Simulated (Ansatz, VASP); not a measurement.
## One calculation of GaN, two programs

File INCAR:

```
SYSTEM = GaN
ALGO     = Normal         ! electronic algorithm
EDIFF    = 1E-6           ! SCF threshold, eV
ENCUT    = 520            ! plane-wave cutoff, eV
GGA      = RE             ! functional
ISIF     = 2              ! what is computed and relaxed
ISMEAR   = -1             ! smearing method
LASPH    = .TRUE.         ! aspherical terms in the spheres
LCHARG   = .FALSE.        ! write CHGCAR
LREAL    = .FALSE.        ! projectors in reciprocal space
LWAVE    = .FALSE.        ! write WAVECAR
NBANDS   = 26             ! bands
NELM     = 100            ! most SCF steps
PREC     = Accurate       ! precision mode
SIGMA    = 0.05           ! smearing width, eV
```

KPOINTS

```
k-points
0
G
  6 6 3
  0 0 0
```

POSCAR

```
GaN
1.0
    3.1800000000      0.0000000000      0.0000000000
   -1.5900000000      2.7539607840      0.0000000000
    0.0000000000      0.0000000000      5.1660000000
Ga N
2 2
Direct
    0.6666666667      0.3333333333      0.5000000000
    0.3333333333      0.6666666667      0.0000000000
    0.6666666667      0.3333333333      0.8750000000
    0.3333333333      0.6666666667      0.3750000000
```

File input.yaml:

```yaml
crystal:
  lattice:
    - [3.18, 0.0, 0.0]
    - [-1.59, 2.753960784, 0.0]
    - [0.0, 0.0, 5.166]
  atoms:
    - { symbol: Ga, position: [0.6666666667, 0.3333333333, 0.5] }
    - { symbol: Ga, position: [0.3333333333, 0.6666666667, 0.0] }
    - { symbol: "N", position: [0.6666666667, 0.3333333333, 0.875] }
    - { symbol: "N", position: [0.3333333333, 0.6666666667, 0.375] }
hamiltonian:
  xc: revpbe
  pseudopotentials: { kind: paw }
kpoints:
  mp_grid: { grid: [6, 6, 3] }
  band_path:
    path:
      - [[0.0, 0.0, 0.0], [0.5, 0.0, 0.0], [0.3333333333, 0.3333333333, 0.0], [0.0, 0.0, 0.0], [0.0, 0.0, 0.5], [0.5, 0.0, 0.5], [0.3333333333, 0.3333333333, 0.5], [0.0, 0.0, 0.5]]
      - [[0.5, 0.0, 0.5], [0.5, 0.0, 0.0]]
      - [[0.3333333333, 0.3333333333, 0.0], [0.3333333333, 0.3333333333, 0.5]]
    npoints: 14
scf:
  occupations: { method: fermi_dirac, width: 0.05 }
  n_extra_bands: 10
output:
  forces: true
  stress: true
  eigenvalues: true
  fatbands: true
  write_density: true
  write_potential: true
  elf: true
  volumetric_format: npy
```

Alike in both runs: functional revPBE; k mesh 6 × 6 × 3; occupations fermi-dirac, width 0.05 eV; no spin polarisation.

```csv
,VASP,Ansatz
version,VASP 6.6.1,Ansatz 0.2.0
potentials or method,"VASP PAW PBE potentials, release 64 (Ga_d, N)",Ansatz PAW
plane-wave cutoff (eV),520,420
valence electrons in the cell,36,36
task,single point,band structure
```

```csv
,VASP,Ansatz,Ansatz less VASP
gap on the k mesh at the Fermi level (eV),2.01,1.99,-0.022
least direct gap on the mesh (eV),2.01,1.99,-0.022
pressure (GPa),10.2,10.3,+0.17
largest component of the traceless stress (GPa),1.40,1.39,-0.013
rms of the force components (eV/Å),0.079,0.081,+0.0018
```

Atom by atom the forces differ by 0.002 eV/Å (rms over components).

Caveats: the PAW data sets were made with another functional, which shifts forces and pressure a little (VASP); the pressure holds a Pulay correction of +0.5 GPa for the finite cutoff (Ansatz); the PAW data sets come from PBE, with cores solved anew for the run's functional, which leaves a small shift of forces and pressure (Ansatz). Expect the measured gap to be larger: semilocal functionals such as revPBE lack the derivative discontinuity.
